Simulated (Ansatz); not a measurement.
## TiSi2 under changes of volume

One of the cells (14.148 Å³/atom); the others are scaled copies at fixed shape and fractional positions:

```xyz
3
Lattice="4.3746 0.0000 0.0000 -2.1873 3.7885 0.0000 0.0000 0.0000 2.5610" Properties=species:S:1:pos:R:3 pbc="T T T"
Ti    0.0000    0.0000    0.0000
Si    0.0000    2.5257    1.2805
Si    2.1873    1.2628    1.2805
```

The cell was built by a generator and needn't be a form met in nature.

* Program: Ansatz 0.2.0
* Functional: PBE
* Potentials or basis: all-electron LAPW, scalar-relativistic
* Cutoff: 281 eV (chosen from the basis error)
* Basis error allowed: 0.001 eV/atom
* k mesh: 7 × 7 × 10
* Occupations: fermi-dirac, width 0.05 eV
* Spin: no spin polarisation

| volume (Å³/atom) | energy over the lowest point (meV/atom) | pressure (GPa) |
| --- | --- | --- |
| 13.299 | 22.46 | 9.3 |
| 13.582 | 9.24 | 5.8 |
| 13.865 | 1.93 | 2.6 |
| 14.148 | 0.00 | -0.2 |
| 14.431 | ? | ? |
| 14.714 | 9.88 | -4.9 |
| 14.997 | 20.55 | -6.8 |

Problem. What does the run at 14.431 Å³/atom give?

Solution. Energy over the lowest point 2.84 meV/atom; pressure -2.7 GPa.

Worked out: A Birch-Murnaghan fit of order 3 (a polynomial in V^(-2/3)) to the other rows has its minimum at 14.12 Å³/atom with B0 = V·E''(V) = 135 GPa and B' = 5.0 at fixed shape and positions, which overstates the stiffness. It gives 2.84 meV/atom at 14.431 Å³/atom, against the run's 2.84, and -dE/dV = -2.8 GPa, against -2.7.

Energies are extrapolated to zero smearing.
